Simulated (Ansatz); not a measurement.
# Ge (Fmmm) in Ansatz: notebook

One crystal, Ge, is run at these levels: HSE06 form with a typed share of exact exchange; tasks: single point.

Everything below comes from runs of Ansatz 0.2.0. Logs are shortened: lines on timing, memory, paths and dates and some standing lists are left out, and cuts for length are marked.

**1. The structure**

The structure is orthorhombic, space group Fmmm (No. 69). The conventional cell has a = 5.261 Å, b = 5.771 Å, c = 10.231 Å, α = 90.00°, β = 90.00°, γ = 90.00°. Ge (site symmetry m2m) has 5 Ge at 2.61 to 2.73 Å as nearest neighbours. Ge (site symmetry mm2) has 6 Ge at 2.71 to 2.96 Å as nearest neighbours.

This isn't the form of Ge at room conditions, which is diamond.

**2. Single point, HSE06 form with a typed share of exact exchange**

File input.yaml:

```yaml
crystal:
  lattice:
    - [0.0, 2.88574, 5.115665]
    - [2.630497, 0.0, 5.115665]
    - [2.630497, 2.88574, 0.0]
  atoms:
    - { symbol: Ge, position: [0.72649, 0.27351, 0.72649] }
    - { symbol: Ge, position: [0.27351, 0.72649, 0.27351] }
    - { symbol: Ge, position: [0.218133, 0.218133, 0.781867] }
    - { symbol: Ge, position: [0.781867, 0.781867, 0.218133] }
hamiltonian:
  xc: { exchange: pbe, correlation: pbe, exx: { coeff: 0.05, omega: 0.2 } }
  pseudopotentials: { kind: paw }
kpoints:
  mp_grid: { grid: [4, 4, 4] }
scf:
  occupations: { method: fermi_dirac, width: 0.05 }
output:
  forces: true
  stress: true
  eigenvalues: true
```

Potentials or basis: Ansatz PAW.

Started as:

```bash
> ansatz run input.yaml --threads 2 --pin off --max-ram 5632MiB --backend cpu --events-out ev --progress --plain --runs-dir out
```

Log:

```text
Warning: output.stress: scf.convergence.dr2_threshold = 1e-7 eV (the SCF's general default) is looser than the 4e-10 eV advised for a printed stress (1e-10 eV for each atom of the cell: 4). What an SCF threshold leaves in a stress goes as its square root, and in the free energy as the threshold itself, and one threshold admits the most on a small cell: of the crystals measured, under no hybrid functional and no lock of the moments, on runs that ended without the residual-converged pass, on stresses that held no estimate of that error, the worst erred by over 100 MPa in a component at 1e-7 eV an atom and by under 5 at 1e-10. Set scf.convergence.dr2_threshold to 4e-10 eV or tighter. The threshold is an SCF's pass mark: one that does not reach it within its budget of iterations ends unconverged, or closes short of it on a stop that the run arms, and scf.convergence.dr2_threshold's page says what that costs each kind of run
Warning: output.stress: scf.exx.energy_threshold = 1e-6 eV is looser than the 4e-8 eV advised for a stress under a hybrid functional (1e-8 eV for each atom of the cell: 4). Every SCF of the exchange loop can meet its threshold on dr2 while the loop round them stops early: no threshold on dr2 bounds what that leaves in the stress. Set scf.exx.energy_threshold to 4e-8 eV or tighter. The threshold is the loop's pass mark: a loop that does not reach it within its budget of cycles ends unconverged, and scf.exx.energy_threshold's page has the law
Warning: RAYON_NUM_THREADS=2 ignored (pool sized by the plan → 2); use --threads N
Engine: ansatz 0.2.0, x86_64-unknown-linux-gnu
Pseudopotentials: kind: paw
Pseudopotential: Ge, paw, valence charge 14, recommended cutoff 420 eV (normal), Ge.paw.azcp
Functional definition: unnamed
  parameter a_1 = 0.05
  parameter omega_1 = 0.2/angstrom
  exchange = pbe_x + (-a_1)*pbe_x_sr(omega_1) + a_1*exact_x_sr(omega_1)
  correlation = pbe_c
Crystal: 4 atoms, lattice volume = 77.665 Å³
Basis set: ecut = 420 eV, 1525 PW (Γ), exchange–correlation on 80×80×54 points (8 copies of the dense FFT grid, shifted against one another)
Bands: 34, of which v1, the nominal top of the filled ones, is band 28 counted from 1 (27 counted from 0)
Symmetry: 8 space group operations
Space group: Fmmm (ITA 69), of the structure as read, at distance tolerance 4.3e-5 Å
k-points: 18 of 64
Non-local potential: Ge, projectors of the file, l = 0: 2, l = 1: 2, l = 2: 3, l = 3: 1
PAW form: soft (Blöchl's): semilocal exchange-correlation on the pseudo side does not see the compensation charge
PAW frozen core: Ge, regenerated for the run's functional, and the local potential with it (the file was generated under x = pbe(κ = 0.804, μ = 0.2195149727645171), c = pbe(β = 0.06672455060314922))
PAW one-centre angular grid: Ge, 590 points (default); XC on 64 Gauss nodes
Initial density: superposition of atomic densities (neutral atoms: chi_scale 0, normalization atom), corrected by the library's trained network
Initial wavefunctions: pseudopotential atomic-orbital guess
Functional: x = pbe(κ = 0.804, μ = 0.2195149727645171), c = pbe(β = 0.06672455060314922), warm-up for x = pbe(κ = 0.804, μ = 0.2195149727645171) + 0.05 (exact − pbe) at short range (hse, ω = 0.2 Å⁻¹), c = pbe(β = 0.06672455060314922)
SCF iter   1: F=—  HF=-17179.003789 eV  |F-HF|=—  |Δ(HF+E_count)|=         —  Δρ=2.45e-3  dr2=9.21e-3  ethr=1.77e-3  ⟨swp⟩=6.1  Hψ=2266  notcnv=0
preconditioner: auto → none  [insulator: Δε(μ)=0.185 eV  Ē_g=22.383 eV  σ=0.050 eV  W_gap=0.61  n_scr=28 (ndim 8)  ℏωp=31.5 eV  f_vac=0.000  D(μ)=1.90/eV (n_scr^D=10)]
iter 2 solved again at ethr=1.03e-6 eV; its pass at ethr=1.65e-5 eV (dr2=5.75e-4 eV) is discarded
SCF iter   2: F=—  HF=-17179.002565 eV  |F-HF|=—  |Δ(HF+E_count)|=   1.22e-3  Δρ=9.76e-4  dr2=5.78e-4  ethr=1.03e-6  ⟨swp⟩=3.1  Hψ=2513  notcnv=0
SCF iter   3: F=—  HF=-17179.002630 eV  |F-HF|=—  |Δ(HF+E_count)|=   6.56e-5  Δρ=3.56e-4  dr2=6.99e-5  ethr=1.03e-6  ⟨swp⟩=3.0  Hψ=1221  notcnv=0
SCF iter   4: F=—  HF=-17179.002662 eV  |F-HF|=—  |Δ(HF+E_count)|=   3.19e-5  Δρ=6.26e-5  dr2=1.82e-6  ethr=1.25e-7  ⟨swp⟩=3.0  Hψ=1274  notcnv=0
SCF iter   5: F=—  HF=-17179.002664 eV  |F-HF|=—  |Δ(HF+E_count)|=   1.70e-6  Δρ=8.04e-6  dr2=3.89e-8  ethr=3.26e-9  ⟨swp⟩=3.2  Hψ=1471  notcnv=0
SCF iter   6: F=—  HF=-17179.002664 eV  |F-HF|=—  |Δ(HF+E_count)|=   1.58e-8  Δρ=2.54e-6  dr2=2.40e-9  ethr=6.94e-11  ⟨swp⟩=4.0  Hψ=1748  notcnv=0
SCF iter   7: F=-17179.002664 eV  HF=-17179.002664 eV  |F-HF|=1.64e-10  |Δ(HF+E_count)|=  6.69e-10  Δρ=7.01e-7  dr2=1.93e-10  ethr=4.29e-12  ⟨swp⟩=3.0  Hψ=1639  notcnv=0
SCF 1 converged in 7 iterations: F = -17179.002664 eV  dr2 = 1.93e-10
Initial density: handed on by an earlier stage of this run
Initial wavefunctions: those handed on with the density
Functional: x = pbe(κ = 0.804, μ = 0.2195149727645171) + 0.05 (exact − pbe) at short range (hse, ω = 0.2 Å⁻¹), c = pbe(β = 0.06672455060314922)
Exchange kernel: α = 0.0500, screened, ω = 0.2000 Å⁻¹, Wigner–Seitz truncation, v(0) = 1116.7831 eV·Å³, q-mesh 4×4×4, nearest image of the exchange supercell L = 15.62 Å, pair-density grid 25×40×25, without the augmentation charges, whose exchange is taken in its separable form by FFT convolution over the k-point mesh (the finest that the files' search goes to), smooth part of the exact exchange by density-matrix convolution
Frozen-core exchange: fock
iter 1 solved again at ethr=2.59e-6 eV; its pass at ethr=1.00e-1 eV (dr2=1.45e-3 eV) is discarded
SCF iter   1: F=—  HF=-17179.589586 eV  |F-HF|=—  |Δ(HF+E_count)|=         —  Δρ=2.85e-3  dr2=2.09e-3  ethr=2.59e-6  ⟨swp⟩=4.9  Hψ=3430  notcnv=0
preconditioner: auto → none  [insulator: Δε(μ)=0.200 eV  Ē_g=23.055 eV  σ=0.050 eV  W_gap=0.63  n_scr=28 (ndim 8)  ℏωp=31.5 eV  f_vac=0.000  D(μ)=1.84/eV (n_scr^D=10)]
SCF iter   2: F=—  HF=-17179.587885 eV  |F-HF|=—  |Δ(HF+E_count)|=   1.70e-3  Δρ=7.21e-4  dr2=3.75e-4  ethr=2.59e-6  ⟨swp⟩=3.0  Hψ=1629  notcnv=0
SCF iter   3: F=—  HF=-17179.587853 eV  |F-HF|=—  |Δ(HF+E_count)|=   3.26e-5  Δρ=4.07e-4  dr2=5.59e-5  ethr=3.31e-7  ⟨swp⟩=2.9  Hψ=1157  notcnv=0
SCF iter   4: F=—  HF=-17179.588029 eV  |F-HF|=—  |Δ(HF+E_count)|=   1.77e-4  Δρ=3.05e-4  dr2=1.53e-4  ethr=9.41e-8  ⟨swp⟩=3.6  Hψ=1467  notcnv=0
SCF iter   5: F=—  HF=-17179.588023 eV  |F-HF|=—  |Δ(HF+E_count)|=   6.03e-6  Δρ=1.99e-4  dr2=1.24e-4  ethr=9.41e-8  ⟨swp⟩=3.9  Hψ=1507  notcnv=0  defer=1
SCF iter   6: F=—  HF=-17179.588006 eV  |F-HF|=—  |Δ(HF+E_count)|=   1.67e-5  Δρ=1.28e-4  dr2=5.09e-5  ethr=9.41e-8  ⟨swp⟩=2.4  Hψ=1135  notcnv=0  defer=1
SCF iter   7: F=—  HF=-17179.587996 eV  |F-HF|=—  |Δ(HF+E_count)|=   1.03e-5  Δρ=4.01e-5  dr2=4.70e-6  ethr=9.09e-8  ⟨swp⟩=3.0  Hψ=1172  notcnv=0
SCF iter   8: F=—  HF=-17179.587995 eV  |F-HF|=—  |Δ(HF+E_count)|=   1.04e-6  Δρ=6.63e-6  dr2=1.45e-7  ethr=8.33e-9  ⟨swp⟩=3.2  Hψ=1305  notcnv=0  defer=1
SCF iter   9: F=-17179.587995 eV  HF=-17179.587995 eV  |F-HF|=1.88e-9  |Δ(HF+E_count)|=   1.86e-8  Δρ=1.13e-6  dr2=3.87e-8  ethr=1.93e-10  ⟨swp⟩=3.9  Hψ=1419  notcnv=0  defer=6
SCF 2 converged in 9 iterations: F = -17179.587995 eV  dr2 = 3.87e-8
  Residual-converged pass: ⟨swp⟩=3.0  Hψ=1302  notcnv=0  max |occ|·‖R‖ = 6.6e-6 eV (tolerance 6.7e-6 eV)  dr2=3.85e-8  dr2_onsite=1.91e-9  max |Δocc| = 1.5e-10
hybrid outer 1: dexx = +1.404e-4 eV, tail = 1.40e-4 eV
Exchange kernel: α = 0.0500, screened, ω = 0.2000 Å⁻¹, Wigner–Seitz truncation, v(0) = 1116.7831 eV·Å³, q-mesh 4×4×4, nearest image of the exchange supercell L = 15.62 Å, pair-density grid 25×40×25, without the augmentation charges, whose exchange is taken in its separable form by FFT convolution over the k-point mesh (the finest that the files' search goes to), smooth part of the exact exchange by density-matrix convolution
Frozen-core exchange: fock
SCF iter   1: F=—  HF=-17179.588000 eV  |F-HF|=—  |Δ(HF+E_count)|=         —  Δρ=4.88e-6  dr2=1.91e-8  ethr=1.64e-9  ⟨swp⟩=6.5  Hψ=1408  notcnv=0
preconditioner: auto → none  [insulator: Δε(μ)=0.199 eV  Ē_g=23.009 eV  σ=0.050 eV  W_gap=0.63  n_scr=28 (ndim 8)  ℏωp=31.5 eV  f_vac=0.000  D(μ)=1.85/eV (n_scr^D=10)]
SCF iter   2: F=—  HF=-17179.588000 eV  |F-HF|=—  |Δ(HF+E_count)|=  1.56e-10  Δρ=8.73e-7  dr2=3.42e-9  ethr=2.96e-11  ⟨swp⟩=3.7  Hψ=1661  notcnv=0
SCF iter   3: F=-17179.588000 eV  HF=-17179.588000 eV  |F-HF|=4.37e-11  |Δ(HF+E_count)|=   1.80e-8  Δρ=3.18e-7  dr2=6.82e-11  ethr=1.00e-12  ⟨swp⟩=3.1  Hψ=1618  notcnv=0
SCF 3 converged in 3 iterations: F = -17179.588000 eV  dr2 = 6.82e-11
  Residual-converged pass: ⟨swp⟩=3.0  Hψ=1188  notcnv=0  max |occ|·‖R‖ = 2.5e-7 eV (tolerance 2.7e-7 eV)  dr2=6.92e-11  dr2_onsite=4.67e-11  max |Δocc| = 2.2e-13
hybrid outer 2: dexx = +1.090e-9 eV, tail = 2.33e-10 eV, Δε = 1.51e-4 eV (about 5.41e-6 eV left of the loop's levels), ΔF = 5.32e-5 eV/Å (tail 4.15e-5)
hybrid SCF converged: 2 outer / 12 inner (+7 warm-up), last move |dexx| = 1.09e-9 eV, tail = 2.33e-10 eV
Stability not checked: this state was not tested for a lower state beside it, because the functional holds exact exchange (a hybrid, or Hartree-Fock), whose exchange loop this test does not read (fock_operator; see scf.lower_state_search)
Free energy (F): -17179.588000 eV
Frozen-core exchange: fock
Harris-Foulkes:  -17179.588000 eV  (|F-HF|=4.37e-11)
Internal energy: -17179.572326 eV  (E = F + TS)
E sigma→0 (E₀):  -17179.580163 eV
Entropy (-TS):   -0.015674 eV (-3.919 meV/atom)
Fermi energy:    10.543059 eV
--- Per-component energies (eV) ---
  E_band       = -511.127842
  E_kinetic    = 440.498396
  E_local      = -8740.555018  (includes V_loc(G=0)·N_el)
  E_nonlocal   = 1665.491864
  E_hartree    = 3823.912047
  E_xc         = -289.951285
  E_vxc        = -247.365407  (∫ρ·V_xc dr)
  E_exx        = -43.430800  (= α·E_x^exact, valence–valence)
  E_paw        = -8039.123575  (= ΣΔE_a)
  E_vpaw       = -1190.161687  (= ΣTr[D̂ρ^β])
  E_aug_tail   = 0.001275  (compensation charges beyond the density's cutoff)
  E_ewald      = -5996.134398
  E_core_change = -0.280831  (= ΣΔE_core)
  E_smearing   = -0.015674  (= −TS)
  E_closure    = -0.000000  (closes the sum)
  Σ components = -17179.588000   (vs F -17179.588000, Δ=-3.64e-12)
--- Forces (eV/Å), atoms counted from 1 ---
  atom   1  Ge     0.00000000     0.17541385     0.00000000
  atom   2  Ge     0.00000000    -0.17541385     0.00000000
  atom   3  Ge     0.00000000     0.00000000    -0.15145480
  atom   4  Ge     0.00000000     0.00000000     0.15145480
  max |Σ_I F_I| component: 2.78e-17 eV/Å
--- Stress (GPa, compression-positive) ---
       -1.841363       0.000000       0.000000
        0.000000       3.574048       0.000000
        0.000000       0.000000      -3.813068
  P = ⅓ Tr σ = -0.6935 GPa (-6.935 kbar)
--- Band table (eV; the first three rows and the last of 18) ---
  k-point 0: bands = ["-14.9575", "-14.9182", "-14.8979", "-14.8822", "-14.8767", "-14.8735", "-14.8605", "-14.8512", "-14.8258", "-14.8141", "-14.7938", "-14.7899", "-14.7775", "-14.7653", "-14.7137", "-14.6972", "-14.6950", "-14.6848", "-14.6650", "-14.5874", "-2.7885", "1.9040", "4.1239", "6.6638", "7.5422", "8.0984", "8.4733", "8.5995", "8.7961", "13.4915", "14.2414", "14.6682", "16.8721", "17.6538"]
  k-point 1: bands = ["-14.9387", "-14.8988", "-14.8863", "-14.8832", "-14.8733", "-14.8688", "-14.8582", "-14.8348", "-14.8211", "-14.8036", "-14.7967", "-14.7768", "-14.7694", "-14.7652", "-14.7303", "-14.7074", "-14.7030", "-14.6986", "-14.6869", "-14.6229", "-2.0862", "1.8730", "3.2687", "4.6169", "6.2019", "8.5070", "9.2683", "10.4346", "11.0305", "12.2175", "14.3200", "14.8957", "15.9369", "16.1070"]
  k-point 2: bands = ["-14.9039", "-14.9003", "-14.8907", "-14.8882", "-14.8526", "-14.8428", "-14.8364", "-14.8349", "-14.8114", "-14.8024", "-14.8016", "-14.7692", "-14.7502", "-14.7423", "-14.7408", "-14.7331", "-14.7299", "-14.7120", "-14.6933", "-14.6849", "-0.0792", "0.0831", "2.2509", "3.2786", "8.4857", "8.8307", "9.6570", "11.2733", "11.4936", "11.7104", "12.8709", "12.9598", "14.0492", "14.9655"]
  k-point 17: bands = ["-14.9499", "-14.9083", "-14.8914", "-14.8764", "-14.8757", "-14.8525", "-14.8454", "-14.8448", "-14.8354", "-14.8054", "-14.8051", "-14.7965", "-14.7725", "-14.7681", "-14.7362", "-14.7101", "-14.7016", "-14.6978", "-14.6653", "-14.5890", "-1.5772", "-1.1456", "5.6528", "5.9265", "8.3055", "8.5548", "10.2618", "11.0301", "11.5746", "11.7201", "12.5521", "13.3011", "15.5450", "16.1107"]
```

Run time: 64 s. Hardware: 2 threads of Intel Xeon at 2.70GHz, shared host; peak memory 1.4 GiB.

What came out:

```
Free energy            : -17179.5880 eV
Pressure               : -0.7 GPa
Largest force          : 0.175 eV/Å
Band gap on the k mesh : none (metal or under the smearing width)
```

Forces on the atoms (eV/Å):
```
Ge   0.000  0.175  0.000
Ge   0.000 -0.175  0.000
Ge   0.000  0.000 -0.151
Ge   0.000  0.000  0.151
```

Caveat: the k mesh is coarse (spacing up to 0.43 Å⁻¹), so the values aren't converged, least of all with exact exchange; the PAW data sets come from PBE, with cores solved anew for the run's functional, which leaves a small shift of forces and pressure; the thresholds are loose for stress.

**3. Single point, HSE06 form with a typed share of exact exchange**

Edit input.yaml of step 2 so:

```diff
@@ -11,3 +11,3 @@
 hamiltonian:
-  xc: { exchange: pbe, correlation: pbe, exx: { coeff: 0.05, omega: 0.2 } }
+  xc: { exchange: pbe, correlation: pbe, exx: { coeff: 0.1, omega: 0.2 } }
   pseudopotentials: { kind: paw }
```

Potentials or basis: Ansatz PAW.

Started as:

```bash
> ansatz run input.yaml --threads 2 --pin off --max-ram 5632MiB --backend cpu --events-out ev --progress --plain --runs-dir out
```

Log:

```text
Warning: output.stress: scf.convergence.dr2_threshold = 1e-7 eV (the SCF's general default) is looser than the 4e-10 eV advised for a printed stress (1e-10 eV for each atom of the cell: 4). What an SCF threshold leaves in a stress goes as its square root, and in the free energy as the threshold itself, and one threshold admits the most on a small cell: of the crystals measured, under no hybrid functional and no lock of the moments, on runs that ended without the residual-converged pass, on stresses that held no estimate of that error, the worst erred by over 100 MPa in a component at 1e-7 eV an atom and by under 5 at 1e-10. Set scf.convergence.dr2_threshold to 4e-10 eV or tighter. The threshold is an SCF's pass mark: one that does not reach it within its budget of iterations ends unconverged, or closes short of it on a stop that the run arms, and scf.convergence.dr2_threshold's page says what that costs each kind of run
[... 101 lines left out ...]
  k-point 2: bands = ["-15.6070", "-15.6033", "-15.5943", "-15.5915", "-15.5560", "-15.5462", "-15.5393", "-15.5378", "-15.5120", "-15.5046", "-15.5040", "-15.4693", "-15.4508", "-15.4430", "-15.4404", "-15.4330", "-15.4303", "-15.4129", "-15.3928", "-15.3850", "-0.3533", "-0.1879", "2.0408", "3.0880", "8.4350", "8.7641", "9.6070", "11.2730", "11.5049", "11.7342", "12.9344", "13.0248", "14.1400", "15.0655"]
  k-point 17: bands = ["-15.6534", "-15.6083", "-15.5942", "-15.5801", "-15.5791", "-15.5565", "-15.5482", "-15.5468", "-15.5370", "-15.5069", "-15.5068", "-15.4966", "-15.4730", "-15.4688", "-15.4401", "-15.4108", "-15.4020", "-15.3971", "-15.3644", "-15.2895", "-1.8849", "-1.4453", "5.5426", "5.8178", "8.2167", "8.4794", "10.2325", "11.0531", "11.6022", "11.7629", "12.5905", "13.3690", "15.6208", "16.1880"]
```

It took 65 s on 2 threads of Intel Xeon at 2.70GHz, shared host; peak memory 1.4 GiB.

What came out:

- Free energy: -17180.1870 eV
- Pressure: -1.3 GPa
- Largest force: 0.181 eV/Å
- Band gap on the k mesh: none (metal or under the smearing width)

Forces in eV/Å, atoms in the order of the input:
```
Ge   0.000  0.181  0.000
Ge   0.000 -0.181  0.000
Ge   0.000  0.000 -0.171
Ge   0.000  0.000  0.171
```

Levels at points of the mesh, in eV from the Fermi level:
| k point | band 26 | band 27 | band 28 | band 29 | band 30 | band 31 |
| --- | --- | --- | --- | --- | --- | --- |
| (0.00, 0.00, 0.00) | -2.53 | -2.14 | -2.01 | -1.81 | 3.00 | 3.76 |
| (0.00, 0.00, -0.50) | -1.77 | -0.93 | 0.74 | 0.97 | 1.20 | 2.40 |
| (0.00, -0.50, -0.50) | -5.59 | -3.61 | -2.22 | -2.02 | 2.86 | 3.95 |
| (-0.50, 0.00, -0.50) | -4.43 | -3.38 | -2.83 | -1.33 | -0.90 | 3.75 |
| (-0.50, -0.50, 0.00) | -2.05 | -0.30 | 0.52 | 1.07 | 1.23 | 2.06 |

Caveat: the k mesh is coarse (spacing up to 0.43 Å⁻¹), so the values aren't converged, least of all with exact exchange; the PAW data sets come from PBE, with cores solved anew for the run's functional, which leaves a small shift of forces and pressure; the thresholds are loose for stress.

**4. Single point, HSE06 form with a typed share of exact exchange**

Edit input.yaml of step 3 so:

```diff
@@ -11,3 +11,3 @@
 hamiltonian:
-  xc: { exchange: pbe, correlation: pbe, exx: { coeff: 0.1, omega: 0.2 } }
+  xc: { exchange: pbe, correlation: pbe, exx: { coeff: 0.15, omega: 0.2 } }
   pseudopotentials: { kind: paw }
```

Potentials or basis: Ansatz PAW.

Started as:

```bash
> ansatz run input.yaml --threads 2 --pin off --max-ram 5632MiB --backend cpu --events-out ev --progress --plain --runs-dir out
```

Log:

```text
Warning: output.stress: scf.convergence.dr2_threshold = 1e-7 eV (the SCF's general default) is looser than the 4e-10 eV advised for a printed stress (1e-10 eV for each atom of the cell: 4). What an SCF threshold leaves in a stress goes as its square root, and in the free energy as the threshold itself, and one threshold admits the most on a small cell: of the crystals measured, under no hybrid functional and no lock of the moments, on runs that ended without the residual-converged pass, on stresses that held no estimate of that error, the worst erred by over 100 MPa in a component at 1e-7 eV an atom and by under 5 at 1e-10. Set scf.convergence.dr2_threshold to 4e-10 eV or tighter. The threshold is an SCF's pass mark: one that does not reach it within its budget of iterations ends unconverged, or closes short of it on a stop that the run arms, and scf.convergence.dr2_threshold's page says what that costs each kind of run
[... 105 lines left out ...]
  k-point 2: bands = ["-16.3120", "-16.3082", "-16.2996", "-16.2967", "-16.2612", "-16.2515", "-16.2440", "-16.2426", "-16.2147", "-16.2088", "-16.2080", "-16.1715", "-16.1535", "-16.1459", "-16.1420", "-16.1350", "-16.1327", "-16.1158", "-16.0943", "-16.0872", "-0.6268", "-0.4583", "1.8316", "2.8981", "8.3852", "8.6968", "9.5561", "11.2720", "11.5160", "11.7584", "12.9991", "13.0908", "14.2316", "15.1657"]
  k-point 17: bands = ["-16.3586", "-16.3104", "-16.2988", "-16.2857", "-16.2844", "-16.2624", "-16.2528", "-16.2510", "-16.2406", "-16.2106", "-16.2102", "-16.1986", "-16.1756", "-16.1715", "-16.1459", "-16.1136", "-16.1045", "-16.0984", "-16.0656", "-15.9922", "-2.1922", "-1.7443", "5.4338", "5.7104", "8.1272", "8.4034", "10.2024", "11.0773", "11.6308", "11.8075", "12.6284", "13.4378", "15.6963", "16.2656"]
```

It took 83 s on 2 threads of Intel Xeon at 2.70GHz, shared host; peak memory 1.4 GiB.

What came out:

```
Free energy            : -17180.7992 eV
Pressure               : -1.8 GPa
Largest force          : 0.191 eV/Å
Band gap on the k mesh : none (metal or under the smearing width)
```

Forces in eV/Å, atoms in the order of the input:
```
Ge   0.000  0.187  0.000
Ge   0.000 -0.187  0.000
Ge   0.000  0.000 -0.191
Ge   0.000  0.000  0.191
```

Caveat: the k mesh is coarse (spacing up to 0.43 Å⁻¹), so the values aren't converged, least of all with exact exchange; the PAW data sets come from PBE, with cores solved anew for the run's functional, which leaves a small shift of forces and pressure; the thresholds are loose for stress.

**5. The runs side by side**

| share of exact exchange | gap on the mesh (eV) | pressure (GPa) | largest force (eV/Å) |
| --- | --- | --- | --- |
| 0.05 | none | -0.7 | 0.18 |
| 0.1 | none | -1.3 | 0.18 |
| 0.15 | none | -1.8 | 0.19 |

Alike in all rows: task single point; level HSE06 form with a typed share of exact exchange; potentials or basis Ansatz PAW; no spin polarisation; cell as given; k mesh 4 × 4 × 4; cutoff (eV) 420; smearing fermi-dirac 0.05 eV; the mesh is coarse, so values aren't converged.

Caveats: all runs use coarse meshes; the PAW data sets come from PBE, with cores solved anew for the run's functional, which leaves a small shift of forces and pressure; the thresholds are loose for stress.

Absolute energies hang on the potentials; compare differences alone.
